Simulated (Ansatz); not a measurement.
**Varying the input for Se**

All trials start from this Ansatz input:

```yaml
crystal:
  lattice:
    - [0.0, 3.12556657, 3.12556657]
    - [3.12556657, 0.0, 3.12556657]
    - [3.12556657, 3.12556657, 0.0]
  atoms:
    - { symbol: Se, position: [0.5, 0.5, 0.5] }
    - { symbol: Se, position: [0.75, 0.75, 0.75] }
basis:
  ecutwfc: 420
kpoints:
  mp_grid: { grid: [6, 6, 6] }
hamiltonian:
  xc: pbe
scf:
  occupations: { method: gaussian, width: 0.1 }
output:
  forces: true
  stress: true
  eigenvalues: true
```

Command:

```bash
ansatz run input.yaml --threads 1 --pin off --max-ram 1331MiB --backend cpu --events-out ev --progress --plain --runs-dir out
```

The run converges in 6 SCF iterations on 16 irreducible k-points: pressure 1.61 GPa, no gap.

Settings here are deliberately varied, not converged. Each trial's input is given as a difference from the reference's; energies are extrapolated to zero smearing where there is one, and pressure is positive in compression. Charged cells sit in a uniform background, and their pressures hang on that convention.

Question: Trial 1:

```diff
 basis:
+  ecutrho_ratio: 6
```

How does this run end?

Answer: The run converges in 6 SCF iterations on 16 irreducible k-points: energy 0.01 meV per atom above the reference, pressure 1.61 GPa, no gap.

Question: Trial 2 (origin moved):

```diff
 crystal:
   atoms:
-    - { symbol: Se, position: [0.5, 0.5, 0.5] }
-    - { symbol: Se, position: [0.75, 0.75, 0.75] }
+    - { symbol: Se, position: [1.332, 1.105, 1.02] }
+    - { symbol: Se, position: [1.582, 1.355, 1.27] }
 basis:
-  ecutwfc: 420
+  ecutwfc: "31 Ry"
 kpoints:
-  mp_grid: { grid: [6, 6, 6] }
+  mp_grid: { kspacing: 0.52 }
 scf:
-  occupations: { method: gaussian, width: 0.1 }
+  occupations: { method: fermi_dirac, width: 0.12 }
+  algorithm: density_mixing
+  max_iter: 300
+accuracy: medium
```

How does this run end?

Answer: The run converges in 6 SCF iterations on 8 irreducible k-points: energy 35.4 meV per atom above the reference, pressure 2.12 GPa, no gap.

Question: Trial 3:

```diff
 output:
-  stress: true
+  stress: false
```

What happens?

Answer: The run converges in 6 SCF iterations on 16 irreducible k-points: the reference's energy to 0.01 meV per atom, no gap.

Question: Trial 4:

```diff
 kpoints:
-  mp_grid: { grid: [6, 6, 6] }
+  mp_grid: { grid: [3, 6, 5] }
 scf:
-  occupations: { method: gaussian, width: 0.1 }
+  occupations: { method: methfessel_paxton, width: 0.0041 }
+  max_iter: 100
 output:
-  stress: true
+  stress: false
+magnetization:
+  spin_polarized: true
```

How does this run end?

Answer: The run converges in 14 SCF iterations on 46 irreducible k-points: energy 10.5 meV per atom above the reference, largest force 0.229 eV/Å, no gap, cell moment 0.00 μB. It warns that no starting moments were given; that the state wasn't tested for a lower one; that the mesh lowers the symmetry.

Question: Trial 5:

```diff
+total_charge: 1
 hamiltonian:
-  xc: pbe
+  xc: pbesol
+  dispersion: d3bj
 scf:
+  mixing: { ndim: 1 }
+  initial_density: { chi_scale: 0, normalization: atom }
+  self_checks: high
+  max_iter: 80
```

How does this run end?

Answer: The run converges in 54 SCF iterations on 16 irreducible k-points: pressure -7.34 GPa (with the neutralising background of the charged cell), no gap.

Question: Trial 6:

```diff
 basis:
-  ecutwfc: 420
+  ecutwfc: "15 Ry"
 scf:
+  eigensolver: { real_solve: false }
+  max_iter: 68
```

How does this run end?

Answer: The run converges in 6 SCF iterations on 16 irreducible k-points: energy 2.53 eV per atom above the reference, pressure 1.54 GPa (unreliable at so low a cutoff), no gap. It warns that the cutoff lies under the recommended one, 420 eV for these potentials.

Question: Trial 7:

```diff
-basis:
-  ecutwfc: 420
+basis: {}
 kpoints:
-  mp_grid: { grid: [6, 6, 6] }
+  mp_grid: { kspacing: 0.36 }
 hamiltonian:
+  pseudopotentials: { kind: nc }
 scf:
+  mixing: { beta: 0.26 }
+  initial_density: { chi_scale: 0, normalization: atom }
+  max_iter: 63
```

What happens?

Answer: The run converges in 8 SCF iterations on 10 irreducible k-points: at 1170 eV, the cutoff that these potentials take when none is typed, pressure 1.53 GPa, no gap.

Question: Trial 8:

```diff
+total_charge: 0.1
```

What does the program give?

Answer: The run converges in 6 SCF iterations on 16 irreducible k-points: pressure 1.11 GPa (with the neutralising background of the charged cell), no gap.